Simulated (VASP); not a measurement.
# CaS3 (Pmmm) in VASP: further runs

The runs below take CaS3 through single point, with PBE.

All numbers are computed with VASP 6.6.1; they aren't measurements. Logs are shortened: lines on timing, memory, paths and dates and some standing lists are left out, and cuts for length are marked.

### 1 Starting point

The structure is orthorhombic, space group Pmmm (No. 47). Conventional cell: a = 3.716 Å, b = 4.543 Å, c = 5.341 Å, α = 90.00°, β = 90.00°, γ = 90.00°. Ca (site symmetry mmm) has 4 S at 2.93 Å as nearest neighbours. S (site symmetry m2m) is surrounded by 1 S at 1.99 Å. S (site symmetry mmm) is surrounded by 4 Ca at 2.93 Å and 4 S at 2.96 Å.

The cell was built by a generator and needn't be a form met in nature.

### 2 Single point, PBE

Contents of INCAR:

```
SYSTEM = CaS3
PREC = Accurate
ENCUT = 520
EDIFF = 1E-6
ISMEAR = 0
SIGMA = 0.1
LREAL = .FALSE.
LASPH = .TRUE.
NELM = 100
ALGO = Fast
ISIF = 2
LWAVE = .FALSE.
LCHARG = .FALSE.
GGA = PE
NBANDS = 22
```

Contents of KPOINTS:

```
Automatic mesh
0
G
  12 10 10
  0 0 0
```

Contents of POSCAR:

```
CaS3
1.0
    3.7157926098      0.0000000000      0.0000000000
    0.0000000000      4.5427591454      0.0000000000
    0.0000000000      0.0000000000      5.3406311231
Ca S
1 3
Direct
    0.5000000000      0.5000000000      0.5000000000
    0.0000000000      0.7186989420      0.0000000000
    0.0000000000      0.2813010580      0.0000000000
    0.0000000000      0.0000000000      0.5000000000
```

Potentials or basis: VASP PAW PBE potentials, release 64 (Ca_sv, S).

Run with:

```console
cat potpaw_PBE.64/Ca_sv/POTCAR potpaw_PBE.64/S/POTCAR > POTCAR
mpirun -np 1 vasp_std > vasp.out
```

OUTCAR:

```text
SYSTEM = CaS3
   PREC = Accurate
   ENCUT = 520
   EDIFF = 1E-6
   ISMEAR = 0
   LREAL = .FALSE.
   LASPH = .TRUE.
   NELM = 100
   ISIF = 2
   GGA = PE

 ion  position               nearest neighbor table
   1  0.500  0.500  0.500-   4 2.93   4 2.93   4 2.93   4 2.93
   2  0.000  0.719  0.000-   3 1.99   3 2.56
   3  0.000  0.281  0.000-   2 1.99   2 2.56
   4  0.000  0.000  0.500-   1 2.93   1 2.93   1 2.93   1 2.93

  LATTYP: Found a simple orthorhombic cell.
 ALAT       =     3.7157926098
 B/A-ratio  =     1.2225545455
 C/A-ratio  =     1.4372791175

  Lattice vectors:

 A1 = (   3.7157926098,   0.0000000000,   0.0000000000)
 A2 = (   0.0000000000,   4.5427591454,   0.0000000000)
 A3 = (   0.0000000000,   0.0000000000,   5.3406311231)

Analysis of symmetry for initial positions (statically):
=====================================================================
 Subroutine PRICEL returns:
 Original cell was already a primitive cell.

 Routine SETGRP: Setting up the symmetry group for a
 simple orthorhombic supercell.

 Subroutine GETGRP returns: Found  8 space group operations
 (whereof  8 operations were pure point group operations)
 out of a pool of  8 trial point group operations.

The static configuration has the point symmetry D_2h.

Analysis of symmetry for dynamics (positions and initial velocities):
=====================================================================
 Subroutine PRICEL returns:
 Original cell was already a primitive cell.

 Routine SETGRP: Setting up the symmetry group for a
 simple orthorhombic supercell.

 Subroutine GETGRP returns: Found  8 space group operations
 (whereof  8 operations were pure point group operations)
 out of a pool of  8 trial point group operations.

The dynamic configuration has the point symmetry D_2h.

 Subroutine INISYM returns: Found  8 space group operations
 (whereof  8 operations are pure point group operations),
 and found     1 'primitive' translations

----------------------------------------------------------------------------------------

                                     Primitive cell

  volume of cell :      90.1496

  direct lattice vectors                    reciprocal lattice vectors
     3.715792610  0.000000000  0.000000000     0.269121586  0.000000000  0.000000000
     0.000000000  4.542759145  0.000000000     0.000000000  0.220130535  0.000000000
     0.000000000  0.000000000  5.340631123     0.000000000  0.000000000  0.187243788

  length of vectors
     3.715792610  4.542759145  5.340631123     0.269121586  0.220130535  0.187243788

  position of ions in fractional coordinates (direct lattice)
     0.500000000  0.500000000  0.500000000
     0.000000000  0.718698942  0.000000000
     0.000000000  0.281301058  0.000000000
     0.000000000  0.000000000  0.500000000

  ion indices of the primitive-cell ions
   primitive index   ion index
                 1           1
                 2           2
                 3           3
                 4           4

----------------------------------------------------------------------------------------

 KPOINTS: Automatic mesh

Automatic generation of k-mesh.
 Grid dimensions read from file:
 generate k-points for:   12   10   10

 Generating k-lattice:

  Cartesian coordinates                     Fractional coordinates (reciprocal lattice)
     0.022426799  0.000000000  0.000000000     0.083333333  0.000000000  0.000000000
     0.000000000  0.022013053  0.000000000     0.000000000  0.100000000  0.000000000
     0.000000000  0.000000000  0.018724379     0.000000000  0.000000000  0.100000000

  Length of vectors
     0.022426799  0.022013053  0.018724379

  Shift w.r.t. Gamma in fractional coordinates (k-lattice)
     0.000000000  0.000000000  0.000000000

 Subroutine IBZKPT returns following result:
 ===========================================

 Found    252 irreducible k-points:

 Following reciprocal coordinates:
            Coordinates               Weight
  0.000000  0.000000  0.000000      1.000000
  0.083333  0.000000  0.000000      2.000000
  0.166667  0.000000  0.000000      2.000000
  0.250000  0.000000  0.000000      2.000000
  0.333333  0.000000  0.000000      2.000000
  0.416667  0.000000  0.000000      2.000000
[... 16 lines left out ...]
  0.083333  0.300000  0.000000      4.000000
  0.166667  0.300000  0.000000      4.000000
 [... further k-points ...]
   k-points           NKPTS =    252   k-points in BZ     NKDIM =    252   number of bands    NBANDS=     22
   number of dos      NEDOS =    301   number of ions     NIONS =      4
   total plane-waves  NPLWV =  40320
   dimension x,y,z NGX =    28 NGY =   36 NGZ =   40
   dimension x,y,z NGXF=    56 NGYF=   72 NGZF=   80
   ions per type =               1   3
   NGX,Y,Z   is equivalent  to a cutoff of  12.53, 13.17, 12.45 a.u.
   NGXF,Y,Z  is equivalent  to a cutoff of  25.05, 26.35, 24.90 a.u.
 SYSTEM =  CaS3
   PREC   = accura    normal or accurate (medium, high low for compatibility)
   ISTART =      0    job   : 0-new  1-cont  2-samecut
   ICHARG =      2    charge: 1-file 2-atom 10-const
   ISPIN  =      1    spin polarized calculation?
   LNONCOLLINEAR =      F non collinear calculations
   LSORBIT =      F    spin-orbit coupling
   LASPH  =      T    aspherical Exc in radial PAW
   ENCUT  =  520.0 eV  38.22 Ry    6.18 a.u.   6.91  8.45  9.93*2*pi/ulx,y,z
   NELM   =    100;   NELMIN=  2; NELMDL= -5     # of ELM steps
   EDIFF  = 0.1E-05   stopping-criterion for ELM
   LREAL  =      F    real-space projection
   EDIFFG = 0.1E-04   stopping-criterion for IOM
   NSW    =      0    number of steps for IOM
   IBRION =     -1    ionic relax: 0-MD 1-quasi-New 2-CG
   NFREE  =      0    steps in history (QN), initial steepest desc. (CG)
   ISIF   =      2    stress and relaxation
   ISYM   =      2    0-nonsym 1-usesym 2-fastsym
   POTIM  = 0.5000    time-step for ionic-motion
   TEBEG  =    0.0;   TEEND  =   0.0 temperature during run
   PSTRESS=    0.0 pullay stress
   NELECT =      28.0000    total number of electrons
   NUPDOWN=      -1.0000    fix difference up-down
   EMIN   =  10.00;   EMAX   =-10.00  energy-range for DOS
   EFERMI =   0.00;   METHOD = LEGACY
   ISMEAR =     0;   SIGMA  =   0.10  broadening in eV -4-tet -1-fermi 0-gaus
   EFERMI_NEDOS =   21; number of points for ismear=-14 and -15
   IALGO  =     68    algorithm
   IMIX   =      4    mixing-type and parameters
     AMIX     =   0.40;   BMIX     =  1.00
     AMIX_MAG =   1.60;   BMIX_MAG =  1.00
  volume/ion in A,a.u.               =      22.54       152.09
  Fermi-wavevector in a.u.,A,eV,Ry     =   1.108680  2.095102 16.723895  1.229172
  Thomas-Fermi vector in A             =   2.245210
   LORBIT       =      0    0 simple, 1 ext, 2 COOP (PROOUT), +10 PAW based schemes
   GGA     = PE    functional components
   LHFCALC =     F    Hartree Fock is set to
   AEXX    =    0.0000 exact exchange contribution
   IVDW    =     0    specifies the selected vdW correction
   LEPSILON=     F    determine dielectric tensor
   LRPA    =     F    only Hartree local field effects (RPA)
 non-spin polarized calculation
 RMM-DIIS sequential band-by-band and
 Gauss-broadening in eV      SIGMA  =   0.10
  energy-cutoff  :      520.00
  volume of cell :       90.15
 maximum number of plane-waves:      2456
 NGX is ok and might be reduce to    28
   NGX = 13   NGY = 17   NGZ = 19

 number of electron      27.9999999 magnetization

 Free energy of the ion-electron system (eV)
  ---------------------------------------------------
  ext. energy  EPLUGINS =         0.00000000
  ---------------------------------------------------
  free energy    TOTEN  =       -16.66306827 eV

  energy without entropy =      -16.65734729  energy(sigma->0) =      -16.66020778

 E-fermi :   4.2658     XC(G=0):  -9.2717

 val. band max:        4.2524565685   @ k =   0.3333   0.3000   0.4000
 cond. band min:       4.2681769059   @ k =   0.0833   0.3000   0.1000
 fundamental gap:      0.0157203374
 Fermi energy:         4.2658148923

 k-point     1 :       0.0000    0.0000    0.0000
  band No.  band energies     occupation
      1     -37.1541      2.00000
      2     -18.2060      2.00000
      3     -18.1173      2.00000
      4     -18.0433      2.00000
      5     -11.8870      2.00000
      6      -7.7883      2.00000
[... 14 lines left out ...]
     21       8.6814      0.00000
     22      11.2753      0.00000

 k-point     2 :       0.0833    0.0000    0.0000
  band No.  band energies     occupation
      1     -37.1535      2.00000
      2     -18.2050      2.00000
      3     -18.1272      2.00000
      4     -18.0420      2.00000
      5     -11.8706      2.00000
      6      -7.7628      2.00000
[... 14 lines left out ...]
     21       8.6383      0.00000
     22      11.3577      0.00000

 k-point     3 :       0.1667    0.0000    0.0000
  band No.  band energies     occupation
      1     -37.1518      2.00000
      2     -18.2021      2.00000
      3     -18.1540      2.00000
      4     -18.0383      2.00000
      5     -11.8253      2.00000
      6      -7.6916      2.00000
[... 14 lines left out ...]
     21       8.7840      0.00000
     22      10.7829      0.00000
[... 476 lines left out ...]
 k-point    23 :       0.0833    0.3000    0.0000
  band No.  band energies     occupation
      1     -37.1530      2.00000
      2     -18.2040      2.00000
      3     -18.1253      2.00000
      4     -18.0624      2.00000
      5     -11.5105      2.00000
      6      -8.2957      2.00000
[... 14 lines left out ...]
     21       8.6635      0.00000
     22       9.6954      0.00000

 k-point    24 :       0.1667    0.3000    0.0000
  band No.  band energies     occupation
      1     -37.1513      2.00000
      2     -18.2012      2.00000
      3     -18.1511      2.00000
      4     -18.0572      2.00000
      5     -11.4680      2.00000
      6      -8.2565      2.00000
[... 14 lines left out ...]
     21       8.4862      0.00000
     22      10.3781      0.00000

 [... further k-points ...]

------------------------ aborting loop because EDIFF is reached ----------------------------------------

  FORCE on cell =-STRESS in cart. coord.  units (eV):
  Direction    XX          YY          ZZ          XY          YZ          ZX
  --------------------------------------------------------------------------------------
  -------------------------------------------------------------------------------------
  Total        0.0164268     -0.2495768     -0.0249727     -0.0000000      0.0000000      0.0000000
  in kB        0.2919437     -4.4355869     -0.4438257     -0.0000000      0.0000000      0.0000000
  external PRESSURE =      -1.5291563 kB  Pullay stress =       0.0000000 kB

 VOLUME and BASIS-vectors are now :
 -----------------------------------------------------------------------------
  energy-cutoff  :      520.00
  volume of cell :       90.15
      direct lattice vectors                 reciprocal lattice vectors
     3.715792610  0.000000000  0.000000000     0.269121586  0.000000000  0.000000000
     0.000000000  4.542759145  0.000000000     0.000000000  0.220130535  0.000000000
     0.000000000  0.000000000  5.340631123     0.000000000  0.000000000  0.187243788

 POSITION                                       TOTAL-FORCE (eV/Angst)
 -----------------------------------------------------------------------------------
      1.85790      2.27138      2.67032        -0.000000      0.000000      0.000000
      0.00000      3.26488      0.00000         0.000000     -0.185080      0.000000
      0.00000      1.27788      0.00000        -0.000000      0.185080      0.000000
      0.00000      0.00000      2.67032        -0.000000      0.000000      0.000000
 -----------------------------------------------------------------------------------
    total drift:                                0.000000      0.000000      0.000000

  FREE ENERGIE OF THE ION-ELECTRON SYSTEM (eV)
  ---------------------------------------------------
  free  energy   TOTEN  =       -16.6630682750 eV

  energy  without entropy=      -16.6573472949  energy(sigma->0) =      -16.66020778
```

Run time: 3.7 min. Hardware: 1 thread of Intel Xeon 6975P-C (Granite Rapids), shared host; peak memory 0.52 GiB.

Results:

| Quantity | Value |
| --- | --- |
| Free energy | -16.6631 eV |
| Pressure | -0.2 GPa |
| Largest force | 0.185 eV/Å |
| Band gap on the k mesh | none (metal or under the smearing width) |

Forces in eV/Å, atoms in the order of the input:
```
Ca   0.000  0.000  0.000
S    0.000 -0.185  0.000
S    0.000  0.185  0.000
S    0.000  0.000  0.000
```

Stress tensor (GPa, compression positive):
```
 0.03  0.00  0.00
 0.00 -0.44  0.00
 0.00  0.00 -0.04
```

Levels at points of the mesh, in eV from the Fermi level:
| k point | band 12 | band 13 | band 14 | band 15 | band 16 | band 17 |
| --- | --- | --- | --- | --- | --- | --- |
| (0.00, 0.00, 0.00) | -1.00 | -0.76 | -0.42 | 0.68 | 1.13 | 2.15 |
| (0.50, 0.00, 0.00) | -2.67 | -0.71 | -0.53 | -0.20 | 3.63 | 3.68 |
| (0.00, 0.50, 0.00) | -2.21 | -1.85 | -0.11 | 1.27 | 1.97 | 2.85 |
| (0.50, 0.50, 0.00) | -3.18 | -1.80 | -1.53 | 1.40 | 2.10 | 2.60 |
| (0.00, 0.00, 0.50) | -1.36 | -0.98 | 0.77 | 0.99 | 1.48 | 3.52 |
| (0.50, 0.00, 0.50) | -3.52 | -1.26 | -0.82 | 0.97 | 2.79 | 3.38 |
| (0.00, 0.50, 0.50) | -1.62 | -1.52 | -1.47 | -0.70 | 1.26 | 3.09 |
| (0.50, 0.50, 0.50) | -2.39 | -1.25 | -1.20 | -1.08 | 1.64 | 2.47 |

### 3 Single point, PBE

Contents of INCAR:

```
PREC = Accurate
ENCUT = 520
EDIFF = 1E-7
ISMEAR = 0
SIGMA = 0.1
LREAL = False
LASPH = True
NELM = 100
ALGO = Fast
ISIF = 2
LWAVE = False
LCHARG = False
GGA = PE
NBANDS = 22
```

Contents of KPOINTS:

```
regular mesh
0
Gamma
  12 10 10
```

POSCAR is that of step 2.

Potentials or basis: VASP PAW PBE potentials, release 64 (Ca_sv, S).

Run with:

```console
cat potpaw_PBE.64/Ca_sv/POTCAR potpaw_PBE.64/S/POTCAR > POTCAR
mpirun -np 1 vasp_std > vasp.out
```

Wall time 5.2 min (1 thread of Intel Xeon 6975P-C (Granite Rapids), shared host); peak memory 0.52 GiB.

It converged, with:

```yaml
Free_energy: -16.6631 eV
Pressure: -0.2 GPa
Largest_force: 0.185 eV/Å
Band_gap_on_the_k_mesh: none (metal or under the smearing width)
```

Forces on the atoms (eV/Å):
```
Ca   0.000  0.000  0.000
S    0.000 -0.185  0.000
S    0.000  0.185  0.000
S    0.000  0.000  0.000
```

Stress tensor (GPa, compression positive):
```
 0.03  0.00  0.00
 0.00 -0.45  0.00
 0.00  0.00 -0.05
```

Levels at points of the mesh, in eV from the Fermi level:
```tsv
k point	band 12	band 13	band 14	band 15	band 16	band 17
(0.00, 0.00, 0.00)	-1.00	-0.76	-0.42	0.68	1.13	2.15
(0.50, 0.00, 0.00)	-2.67	-0.71	-0.53	-0.20	3.63	3.68
(0.00, 0.50, 0.00)	-2.21	-1.85	-0.11	1.27	1.97	2.85
(0.50, 0.50, 0.00)	-3.18	-1.80	-1.53	1.40	2.10	2.60
(0.00, 0.00, 0.50)	-1.36	-0.98	0.77	0.99	1.48	3.52
(0.50, 0.00, 0.50)	-3.52	-1.25	-0.82	0.97	2.79	3.37
(0.00, 0.50, 0.50)	-1.62	-1.52	-1.47	-0.70	1.26	3.09
(0.50, 0.50, 0.50)	-2.39	-1.25	-1.20	-1.08	1.64	2.47
```

### 4 Single point, PBE

This run uses another cell than the first one, of 9.46 Å³/atom, 0.420 times its volume.

Contents of INCAR:

```
  ALGO = Normal
  EDIFF = 1E-6
  ENCUT = 520
  GGA = PE
  ISIF = 2
  ISMEAR = 0
  LASPH = T
  LCHARG = T
  LELF = T
  LREAL = F
  LVHAR = T
  LWAVE = F
  NBANDS = 22
  NELM = 60
  PREC = Accurate
  SIGMA = 0.1
```

Contents of KPOINTS:

```
k-points
0
Gamma
  8 4 4
```

Contents of POSCAR:

```
CaS3
1.0
    2.2266557400      0.0000000000      0.0000000000
    0.0000000000      3.7446049400      0.0000000000
    0.0000000000      0.0000000000      4.5403922300
Ca S
1 3
Direct
    0.5000000000      0.5000000000      0.5000000000
    0.0000000000      0.0000000000      0.2558544800
    0.0000000000      0.0000000000      0.7441455200
    0.0000000000      0.5000000000      0.0000000000
```

Run with:

```console
cat potpaw_PBE.64/Ca_sv/POTCAR potpaw_PBE.64/S/POTCAR > POTCAR
mpirun -np 1 vasp_std > vasp.out
```

It took 20 s on 1 thread of Intel Xeon 6975P-C (Granite Rapids), shared host; peak memory 0.16 GiB.

Results (log left out):

```
Free energy            : -2.5916 eV
Pressure               : 163.5 GPa
Largest force          : 0.107 eV/Å
Band gap on the k mesh : none (metal or under the smearing width)
```

Forces in eV/Å, atoms in the order of the input:
```
Ca   0.000  0.000  0.000
S    0.000  0.000  0.107
S    0.000  0.000 -0.107
S    0.000  0.000  0.000
```

Stress tensor (GPa, compression positive):
```
152.32   0.00   0.00
  0.00 185.98   0.00
  0.00   0.00 152.20
```

Levels at points of the mesh, in eV from the Fermi level:
| k point | band 10 | band 11 | band 12 | band 13 | band 14 | band 15 | band 16 | band 17 | band 18 | band 19 |
| --- | --- | --- | --- | --- | --- | --- | --- | --- | --- | --- |
| (0.00, 0.00, 0.00) | -7.91 | -5.20 | -0.33 | -0.13 | 1.98 | 2.20 | 2.96 | 5.16 | 6.32 | 6.42 |
| (0.50, 0.00, 0.00) | -9.03 | -8.37 | -5.82 | -3.33 | -2.74 | -2.57 | 0.13 | 0.39 | 1.13 | 3.19 |
| (0.00, 0.50, 0.00) | -6.09 | -1.16 | 0.50 | 1.39 | 1.54 | 2.51 | 2.97 | 3.55 | 4.05 | 4.45 |
| (0.50, 0.50, 0.00) | -10.11 | -9.21 | -9.10 | -0.91 | -0.78 | 1.78 | 2.42 | 2.95 | 4.75 | 4.90 |
| (0.00, 0.00, 0.50) | -6.36 | -5.26 | -3.58 | -0.64 | 0.48 | 2.14 | 4.42 | 5.30 | 6.97 | 7.51 |
| (0.50, 0.00, 0.50) | -7.74 | -7.25 | -7.11 | -5.48 | -3.75 | -1.35 | -0.03 | 1.49 | 3.81 | 4.05 |
| (0.00, 0.50, 0.50) | -6.40 | -3.29 | -3.27 | -1.42 | 0.64 | 3.32 | 3.77 | 4.44 | 5.65 | 5.93 |
| (0.50, 0.50, 0.50) | -9.66 | -7.19 | -2.96 | -2.20 | -1.31 | -0.78 | 2.11 | 2.65 | 2.79 | 2.92 |

Caveat: the k mesh is coarse (spacing up to 0.42 Å⁻¹), so the values aren't converged; a pressure of tens of GPa on the cell as given is suspect, and the run, the potentials or the cell itself is likely at fault.
